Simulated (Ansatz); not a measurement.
LiF in the rocksalt structure, relaxed with r2SCAN: the symmetry is Fm-3m (No. 225, cubic); a = 3.990 Å in the conventional setting, 7.94 Å³ an atom. Li has 6 F at 1.99 Å; F has 6 Li at 1.99 Å. One-shot G0W0@PBE in Ansatz 0.2.0 on a 6×6×6 mesh (contour deformation, no spin-orbit coupling), from a PBE gap of 9.348 eV over the mesh points (the G0W0 gap is direct on the mesh); the number N of bands summed and the screening cutoff rise together. The values are computed, spin-unpolarised, and not measurements.

| N | cutoff (eV) | 1000/N | G0W0 gap (eV) |
| --- | --- | --- | --- |
| 30 | 80 | 33.333 | 13.475 |
| 64 | 140 | 15.625 | 13.557 |

**Lay a straight line in 1000/N through these rows.** The slope is -0.0046 eV per unit of 1000/N and the intercept 13.629 eV.

**Predict the gap at N = 114 (210 eV).** 13.629 + (-0.0046) × 8.772 = 13.589 eV; the run gives 13.738 eV, +0.149 eV from the line.

**With that run's result added, what limit do the last two rows suggest?** Their slope is (13.738 − 13.557)/(8.772 − 15.625) = -0.0264, which meets 1/N = 0 at 13.97 eV, against 13.629 eV from the first line. The slope steepens, so 1/N isn't yet asymptotic and the true limit probably lies higher still; the k mesh isn't extrapolated.
